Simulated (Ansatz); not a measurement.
RuO₂:
```
CELL_PARAMETERS angstrom
      4.46529     0.00000     0.00000
      0.00000     4.46529     0.00000
      0.00000     0.00000     3.09256
ATOMIC_POSITIONS crystal
  Ru 0.50000 0.50000 0.50000
  Ru 0.00000 0.00000 0.00000
  O  0.80611 0.19389 0.50000
  O  0.19389 0.80611 0.50000
  O  0.30611 0.30611 0.00000
  O  0.69389 0.69389 0.00000
```

Relaxed with PBEsol. Special points in fractions of this cell's reciprocal vectors: Γ (0.000, 0.000, 0.000); X (0.000, 0.500, 0.000); M (0.500, 0.500, 0.000); Z (0.000, 0.000, 0.500); R (0.000, 0.500, 0.500); A (0.500, 0.500, 0.500).

Problem. List the band energies nearest the Fermi level at these points for PBEsol with spin–orbit coupling (plane waves, PAW; program Ansatz).

Solution. In eV from the Fermi level; about four levels below and three above (degenerate sets whole), none deeper than 8.9 eV; points with the same levels are listed once.

| k | below | above |
|---|---|---|
| Γ | -1.36 -1.36 -0.88 -0.88 | 1.60 1.60 1.81 1.81 |
| X | -0.34 -0.34 -0.34 -0.34 | 0.39 0.39 0.39 0.39 |
| M | -1.32 -1.32 -1.32 -1.32 | 0.84 0.84 0.84 0.84 |
| Z | -0.04 -0.04 -0.04 -0.04 | 0.91 0.91 0.91 0.91 |
| R | -0.62 -0.62 -0.57 -0.57 | 1.10 1.10 1.21 1.21 |
| A | -0.53 -0.53 -0.53 -0.53 | 0.21 0.21 0.21 0.21 |

Space group P4_2/mnm (rutile). The PBEsol relaxation kept the symmetry of its start; of distortions, only those at the zone centre were tested. No spin polarisation was allowed.

Potentials: the later of the program's two PAW sets.
